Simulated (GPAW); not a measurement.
Runs of GPAW 26.7.0 on Hf. The structure is cubic, space group Pm-3m (No. 221). The conventional cell has a = 2.914 Å, b = 2.914 Å, c = 2.914 Å, α = 90.00°, β = 90.00°, γ = 90.00°. Around Hf (site symmetry m-3m) lie 6 Hf at 2.91 Å. The cell was built by a generator and needn't be a form met in nature.

```csv
level,potentials or basis,older calculator (legacy_gpaw),eigensolver,gap on the mesh (eV),pressure (GPa)
RPBE,"the program's PAW data sets (release 1.2.1) made for this functional, pw",-,-,none,3.0
SCAN,"GPAW PAW data sets (gpaw-data 1.2.1), pw",-,-,none,(b)
optB88-vdW,"GPAW PAW data sets (gpaw-data 1.2.1), pw",yes,-,none,-
BLYP,"PAW data sets generated in the run's folder for this functional, pw",-,davidson,none,3.4
vdW-DF2,"GPAW PAW data sets (gpaw-data 1.2.1), pw",-,-,none,-
PW91,"PAW data sets generated in the run's folder for this functional, pw",-,-,none,0.2
AM05,"PAW data sets generated in the run's folder for this functional, pw",-,-,none,(a)
PBE,"GPAW PAW data sets (gpaw-data 1.2.1), pw",-,-,none,0.6
LDA,"the program's PAW data sets (release 1.2.1) made for this functional, pw",-,-,none,-6.4
```

Alike in all rows: task single point; no spin polarisation; cell as given; k mesh 9 × 9 × 9; cutoff (eV) 600; smearing fermi-dirac 0.05 eV.

**Question.** Estimate the missing entries.

**Answer.** (a) -3.3; (b) -3.2.

Caveats: the PAW data sets were made with another functional, which shifts forces and pressure a little (some runs).

A k mesh can miss the band edges, and the runs leave out spin-orbit coupling on Hf.

A gap of «none» marks a metal or a gap under the smearing width.
